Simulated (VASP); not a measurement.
Here is a VASP 6.6.1 calculation.

INCAR

```
  PREC = Accurate
  ENCUT = 520
  EDIFF = 1E-6
  ISMEAR = 0
  SIGMA = 0.15
  LREAL = False
  LASPH = True
  NELM = 100
  ALGO = Fast
  ISIF = 2
  LWAVE = False
  LCHARG = False
  GGA = PE
  NBANDS = 20
```

Contents of KPOINTS:

```
regular mesh
0
Gamma
  21 21 10
```

File POSCAR:

```
V
1.0
    2.4740793975      0.0000000000      0.0000000000
   -1.2370396987      2.1426156093      0.0000000000
    0.0000000000      0.0000000000      4.9595028000
V
2
Direct
    0.6666666667      0.3333333333      0.7500000000
    0.3333333333      0.6666666667      0.2500000000
```

Potentials or basis: VASP PAW PBE potentials, release 64 (V_sv).

The run is started by

```console
$ cat potpaw_PBE.64/V_sv/POTCAR > POTCAR
$ mpirun -np 1 vasp_std > vasp.out
```

**Question.** What does it give for the pressure?

**Answer.** 11.7 GPa.

**Question.** What does it give for the band gap on the k mesh?

**Answer.** None (metal or under the smearing width).

Stress tensor (GPa, compression positive):
```
20.60  0.00  0.00
 0.00 20.60  0.00
 0.00  0.00 -6.17
```
